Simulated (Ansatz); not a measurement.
**Preparing HfO2 (P2_1/c) as a host crystal**

Aim: the runs on the perfect crystal HfO2 (P2_1/c) that a defect calculation needs first.

Method: plane-wave PAW DFT, r2SCAN; relaxation of the host's cell and atoms; PAW set soft_1, in the first sound run; inputs show where later runs differ, in Ansatz 0.2.0.

Most raw output is cut from this account.

## 1. Starting point

Symmetry: P2_1/c, No. 14, monoclinic system. Conventional cell: a = 5.094 Å, b = 5.151 Å, c = 5.276 Å, α = 90.00°, β = 99.56°, γ = 90.00°. Nearest to Hf lie 7 O at 2.03 to 2.24 Å. O has 4 Hf at 2.13 to 2.24 Å nearest. Nearest to O lie 3 Hf at 2.03 to 2.13 Å. Farther neighbours and most contacts between anions are not listed.

## 2. Host cell relaxation

Lattice and positions are set free, within the symmetry that the program keeps.

The input, cell/input.yaml:

```yaml
crystal:
  lattice:
    - [5.094175, 0.0, 0.0]
    - [0.0, 5.1506447, 0.0]
    - [-0.876169, 0.0, 5.2029535]
  atoms:
    - { symbol: Hf, position: [0.27613578, 0.45806468, 0.70790733] }
    - { symbol: Hf, position: [0.72386422, 0.95806468, 0.79209267] }
    - { symbol: Hf, position: [0.72386422, 0.54193532, 0.29209267] }
    - { symbol: Hf, position: [0.27613578, 0.04193532, 0.20790733] }
    - { symbol: O, position: [0.44799782, 0.74252595, 0.97857799] }
    - { symbol: O, position: [0.55200218, 0.24252595, 0.52142201] }
    - { symbol: O, position: [0.55200218, 0.25747405, 0.02142201] }
    - { symbol: O, position: [0.44799782, 0.75747405, 0.47857799] }
    - { symbol: O, position: [0.06836078, 0.33075888, 0.34625278] }
    - { symbol: O, position: [0.93163922, 0.83075888, 0.15374722] }
    - { symbol: O, position: [0.93163922, 0.66924112, 0.65374722] }
    - { symbol: O, position: [0.06836078, 0.16924112, 0.84625278] }
basis:
  ecutwfc: 500
  xc_grid: 2
hamiltonian:
  xc: r2scan
  pseudopotentials: { kind: paw, azcp: { folder: soft_1 } }
kpoints:
  mp_grid: { grid: [6, 6, 6] }
scf:
  occupations: { method: fixed }
  max_iter: 100
relax:
  f_tol: 0.005
  max_steps: 60
  cell: {}
output:
  forces: true
  stress: true
checkpoint:
  write: "../cell.run"
  compress: false
  write_wavefunctions: false
  write_every: 100000
```

Launch:

```
> ansatz run input.yaml --threads 32 --pin off --max-ram 56524MiB --backend cuda --events-out ev --progress --plain --runs-dir out --max-vram 78GiB
```

The job ended after 7.3 s (1 × NVIDIA GB200 with 32 threads of Arm Neoverse V2, shared host; peak memory 1.1 GiB).

Relaxation path:

| step | energy less that of the first step (eV) | largest force component (eV/Å) | pressure (GPa) | volume (Å³) |
| --- | --- | --- | --- | --- |
| 1 | 0.0000 | 0.0833 | 3.86 | 136.52 |
| 2 | -0.0216 | 0.0283 | -0.76 | 138.99 |
| 3 | -0.0230 | 0.0221 | -0.06 | 138.56 |
| 4 | -0.0232 | 0.0074 | 0.05 | 138.51 |
| 5 | -0.0234 | 0.0062 | 0.03 | 138.50 |
| 6 | -0.0235 | 0.0018 | 0.00 | 138.46 |
| 7 | -0.0247 | 0.0019 | -0.01 | 138.46 |

The log counts 1 steps on a newly chosen plane-wave basis, not all of them marked here; energy and pressure can jump at such steps.

| cell as run | before | after | change |
| --- | --- | --- | --- |
| a (Å) | 5.094 | 5.115 | +0.4 % |
| b (Å) | 5.151 | 5.181 | +0.6 % |
| c (Å) | 5.276 | 5.297 | +0.4 % |
| β (°) | 99.56 | 99.46 | -0.1 % |
| volume (Å³/atom) | 11.38 | 11.54 | +1.4 % |

The atoms that moved most (Å, as changes of fractional coordinates times the final cell):

| atom | dx | dy | dz | length |
| --- | --- | --- | --- | --- |
| O11 | -0.010 | -0.014 | 0.010 | 0.020 |
| O9 | 0.010 | 0.014 | -0.010 | 0.020 |
| O12 | 0.010 | -0.014 | -0.010 | 0.020 |
| O10 | -0.010 | 0.014 | 0.010 | 0.020 |

This step gave:

```yaml
pressure: -0.01023 GPa
```

The relaxation ends with a largest force component of 0.0019 eV/Å and a pressure of -0.01 GPa.

## 3. Dielectric tensors of the host

The response to a uniform electric field gives the electronic dielectric tensor.

This step: plane-wave PAW DFPT, PBEsol; dielectric tensors, Born charges and zone-centre modes of the host; PAW set soft_1 (Ansatz 0.2.0).

The input, eps/input.yaml:

```yaml
crystal:
  lattice:
    - [5.1147252449, 0.0, 0.0043909604]
    - [0.0, 5.1813143374, 0.0]
    - [-0.8752188019, 0.0, 5.2238375711]
  atoms:
    - { symbol: Hf, position: [0.2761773384, 0.4581728403, 0.7082614185] }
    - { symbol: Hf, position: [0.7238226616, 0.9581728403, 0.7917385815] }
    - { symbol: Hf, position: [0.7238226616, 0.5418271597, 0.2917385815] }
    - { symbol: Hf, position: [0.2761773384, 0.0418271597, 0.2082614185] }
    - { symbol: O, position: [0.4479969725, 0.7423715742, 0.9784219222] }
    - { symbol: O, position: [0.5520030275, 0.2423715742, 0.5215780778] }
    - { symbol: O, position: [0.5520030275, 0.2576284258, 0.0215780778] }
    - { symbol: O, position: [0.4479969725, 0.7576284258, 0.4784219222] }
    - { symbol: O, position: [0.0699426689, 0.3334753591, 0.3442632163] }
    - { symbol: O, position: [0.9300573311, 0.8334753591, 0.1557367837] }
    - { symbol: O, position: [0.9300573311, 0.6665246409, 0.6557367837] }
    - { symbol: O, position: [0.0699426689, 0.1665246409, 0.8442632163] }
basis:
  ecutwfc: 420
hamiltonian:
  xc: pbesol
  pseudopotentials: { kind: paw, azcp: { folder: soft_1 }, xc_functional: pbe }
kpoints:
  mp_grid: { grid: [5, 5, 5] }
scf:
  occupations: { method: fixed }
  max_iter: 100
phonons:
  method: dfpt
  dielectric: true
  rigid_motions: translations
```

The job ended after 21 s (1 × NVIDIA GB200 with 32 threads; peak memory 4.2 GiB).

Electronic dielectric tensor:

```
5.04 0.00 0.14
0.00 5.06 0.00
0.14 0.00 4.74
```

Static dielectric tensor:

```
21.35  0.00  1.58
 0.00 19.46  0.00
 1.58  0.00 15.71
```

The principal values of the electronic dielectric tensor are 4.68, 5.06 and 5.09. The principal values of the static dielectric tensor are 15.30, 19.46 and 21.76.

## 4. Primitive cell on a dense mesh

A dense mesh gives the host's converged energy, against which the supercell's sampling is tested.

This step: plane-wave PAW DFT, r2SCAN; single point of the host's primitive cell on a dense mesh; PAW set soft_1 (Ansatz 0.2.0).

dense/input.yaml, as its differences from eps/input.yaml of step 3:

```diff
@@ -19,14 +19,11 @@
 basis:
-  ecutwfc: 420
+  ecutwfc: 500
+  xc_grid: 2
 hamiltonian:
-  xc: pbesol
-  pseudopotentials: { kind: paw, azcp: { folder: soft_1 }, xc_functional: pbe }
+  xc: r2scan
+  pseudopotentials: { kind: paw, azcp: { folder: soft_1 } }
 kpoints:
-  mp_grid: { grid: [5, 5, 5] }
+  mp_grid: { grid: [6, 6, 6] }
 scf:
-  occupations: { method: fixed }
-  max_iter: 100
-phonons:
-  method: dfpt
-  dielectric: true
-  rigid_motions: translations
+  occupations: { method: fermi_dirac, width: 0.01 }
+  max_iter: 80
```

The job ended after 2.4 s (1 × NVIDIA GB200 with 32 threads; peak memory 1.1 GiB; 5.2 s of CPU time).

## 5. Self-consistent run

This step: plane-wave PAW DFT, r2SCAN; single point of the defect-free supercell, a test of its k-points; PAW set soft_1 (Ansatz 0.2.0).

System of this step: HfO2 (P2_1/c). The cell holds 96 atoms: 32 Hf and 64 O. Cell: a = 10.229 Å, b = 10.363 Å, c = 10.593 Å, α = 90.0°, β = 99.5°, γ = 90.0°.

The input, pristine.sampling/input.yaml:

```yaml
crystal:
  lattice:
    - [10.2294504898, 0.0, 0.0087819208]
    - [0.0, 10.3626286749, 0.0]
    - [-1.7504376039, 0.0, 10.4476751421]
  atoms:
    - { symbol: Hf, position: [0.1380886692, 0.2290864202, 0.3541307092] }
    - { symbol: Hf, position: [0.3619113308, 0.4790864202, 0.3958692908] }
    - { symbol: Hf, position: [0.3619113308, 0.2709135798, 0.1458692908] }
    - { symbol: Hf, position: [0.1380886692, 0.0209135798, 0.1041307092] }
    - { symbol: O, position: [0.2239984862, 0.3711857871, 0.4892109611] }
    - { symbol: O, position: [0.2760015138, 0.1211857871, 0.2607890389] }
    - { symbol: O, position: [0.2760015138, 0.1288142129, 0.0107890389] }
    - { symbol: O, position: [0.2239984862, 0.3788142129, 0.2392109611] }
    - { symbol: O, position: [0.0349713344, 0.1667376796, 0.1721316082] }
    - { symbol: O, position: [0.4650286656, 0.4167376796, 0.0778683918] }
    - { symbol: O, position: [0.4650286656, 0.3332623204, 0.3278683918] }
    - { symbol: O, position: [0.0349713344, 0.0832623204, 0.4221316082] }
    - { symbol: Hf, position: [0.1380886692, 0.2290864202, 0.8541307092] }
    - { symbol: Hf, position: [0.3619113308, 0.4790864202, 0.8958692908] }
    - { symbol: Hf, position: [0.3619113308, 0.2709135798, 0.6458692908] }
    - { symbol: Hf, position: [0.1380886692, 0.0209135798, 0.6041307092] }
    - { symbol: O, position: [0.2239984862, 0.3711857871, 0.9892109611] }
    - { symbol: O, position: [0.2760015138, 0.1211857871, 0.7607890389] }
    - { symbol: O, position: [0.2760015138, 0.1288142129, 0.5107890389] }
    - { symbol: O, position: [0.2239984862, 0.3788142129, 0.7392109611] }
    - { symbol: O, position: [0.0349713344, 0.1667376796, 0.6721316081] }
    - { symbol: O, position: [0.4650286656, 0.4167376796, 0.5778683919] }
    - { symbol: O, position: [0.4650286656, 0.3332623204, 0.8278683919] }
    - { symbol: O, position: [0.0349713344, 0.0832623204, 0.9221316082] }
    - { symbol: Hf, position: [0.1380886692, 0.7290864202, 0.3541307092] }
    - { symbol: Hf, position: [0.3619113308, 0.9790864202, 0.3958692908] }
    - { symbol: Hf, position: [0.3619113308, 0.7709135798, 0.1458692908] }
    - { symbol: Hf, position: [0.1380886692, 0.5209135798, 0.1041307092] }
    - { symbol: O, position: [0.2239984862, 0.8711857871, 0.4892109611] }
    - { symbol: O, position: [0.2760015138, 0.6211857871, 0.2607890389] }
[... 60 atom lines left out ...]
    - { symbol: O, position: [0.7760015138, 0.6288142129, 0.5107890389] }
    - { symbol: O, position: [0.7239984862, 0.8788142129, 0.7392109611] }
    - { symbol: O, position: [0.5349713344, 0.6667376796, 0.6721316081] }
    - { symbol: O, position: [0.9650286656, 0.9167376796, 0.5778683919] }
    - { symbol: O, position: [0.9650286656, 0.8332623204, 0.8278683919] }
    - { symbol: O, position: [0.5349713344, 0.5832623204, 0.9221316082] }
basis:
  ecutwfc: 500
  xc_grid: 2
hamiltonian:
  xc: r2scan
  pseudopotentials: { kind: paw, azcp: { folder: soft_1 } }
kpoints:
  mp_grid: { grid: [1, 1, 1], shift: [0.25, 0.25, 0.25] }
scf:
  occupations: { method: fermi_dirac, width: 0.01 }
  max_iter: 80
```

Elapsed: 1.7 s, on 1 × NVIDIA GB200 with 32 threads; peak memory 1.5 GiB.

This step gave:

* energy over dense mesh: -9.35e-5 eV/atom

## 6. Defect free supercell relaxed from its symmetric sites

This cell, the one that will hold the defects, is built from the relaxed host. Its coarser k-points can move the atoms a little, so it is relaxed from the symmetric sites, as the reference for the test of stability.

This step: plane-wave PAW DFT, r2SCAN; relaxation of the defect-free supercell from its symmetric sites; PAW set soft_1 (Ansatz 0.2.0).

pristine.symmetric/input.yaml, as its differences from pristine.sampling/input.yaml of step 5:

```diff
@@ -54 +54,12 @@
   max_iter: 80
+output:
+  forces: true
+relax:
+  f_tol: 0.01
+  max_steps: 60
+  escape_saddle: false
+checkpoint:
+  write: "../pristine.symmetric.run"
+  compress: false
+  write_wavefunctions: false
+  write_every: 100000
```

The job ended after 2.8 s (1 × NVIDIA GB200 with 32 threads; peak memory 1.5 GiB; 7.5 s of CPU time).

Hardly anything moved in the relaxation; the energy changed by under 0.2 meV an atom.

## 7. Defect free supercell relaxed from displaced atoms

This step: plane-wave PAW DFT, r2SCAN; relaxation of the defect-free supercell from random displacements, a test of the host's stability; PAW set soft_1 (Ansatz 0.2.0).

pristine.rattled/input.yaml, as its differences from pristine.symmetric/input.yaml of step 6:

```diff
@@ -58,6 +58,6 @@
   f_tol: 0.01
-  max_steps: 60
-  escape_saddle: false
+  max_steps: 120
+  random_displacement: { amplitude: 0.08, seed: 3826 }
 checkpoint:
-  write: "../pristine.symmetric.run"
+  write: "../pristine.rattled.run"
   compress: false
```

Wall time 6.4 s (1 × NVIDIA GB200 with 32 threads); peak memory 1.5 GiB.

Step by step:

| step | energy less that of the first step (eV) | largest force component (eV/Å) |
| --- | --- | --- |
| 1 | 0.0000 | 3.3627 |
| 2 | -3.2916 | 1.5632 |
| 3 | -5.0851 | 0.0493 |
| 4 | -5.0851 | 0.0489 |
| 5 | -5.0883 | 0.0034 |
| 6 | -5.0883 | 0.0034 |

The relaxation ends 53 meV an atom lower than the displaced start, with a largest force component of 0.0034 eV/Å.

## 8. Summary of results

```yaml
primitive_cell_vectors_lengths: 5.115, 5.181, 5.297 Å
electronic_dielectric_constant: principal values (4.68, 5.06, 5.09)
static_dielectric_constant: principal values (15.30, 19.46, 21.76)
gap_on_the_k_mesh_of_the_response_run_pbesol: 4.04 eV
supercell_relaxed_in_its_symmetry_less_the_displaced_and_relaxed_one: 0.000 eV
energy_an_atom_at_one_point_at_less_that_on_the_dense_mesh: 0.000 eV
```

**Reading.** Step 7: The energy fell by 5.088 eV from the randomly displaced start; the atoms end within 0.005 Å of the sites as typed, once the mean shift is taken out. The displaced cell ends within 0.01 eV of the symmetric one relaxed in its symmetry, so no lower structure shows in this supercell. The k-mesh can miss the band edges, so this gap is an upper bound at this level. All at zero temperature.

[Logs are printed without paths, hosts, clocks, repeated set-up lines and the standing remarks that a program may print on its own settings, such as how far it seeks lower states.]

[Hosts, paths, dates, database ids (printed as entryN), source tags and the programs' standing remarks are cut or masked in the printed files.]

[Runs of the host that timed out are not shown.]

[For some hosts the program warned that the k-mesh of the response run may be too coarse for force constants and the static dielectric constant; such warnings are not always shown.]
